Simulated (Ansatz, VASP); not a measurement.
# Mg2Ge: VASP beside Ansatz

```
Mg Ge
1.0
     0.00000    3.18430    3.18430
     3.18430    0.00000    3.18430
     3.18430    3.18430    0.00000
Mg Ge
2 1
Direct
  0.75000 0.75000 0.75000
  0.25000 0.25000 0.25000
  0.00000 0.00000 0.00000
```

The cell comes from a database or a generator and needn't be the stable form of this composition.

Alike in both runs: task single point; functional PBE; k mesh 6 × 6 × 6; occupations gaussian, width 0.1 eV; no spin polarisation.

|  | VASP | Ansatz |
| --- | --- | --- |
| version | VASP 6.6.1 | Ansatz 0.2.0 |
| potentials or method | VASP PAW PBE potentials, release 64 (Mg, Ge_d) | scalar-relativistic, plane waves, PAW |
| plane-wave cutoff (eV) | 520 | 420 |
| valence electrons in the cell | 18 | 34 |

```csv
,VASP,Ansatz,Ansatz less VASP
gap on the k mesh at the Fermi level (eV),0.13,0.14,+0.003
least direct gap on the mesh (eV),1.08,1.08,+0.005
pressure (GPa),1.0,1.2,+0.22
```

The two sets of potentials don't hold the same shells in valence.

A k mesh can miss the band edges. PBE gaps usually lie below the measured ones, often by a third to a half.
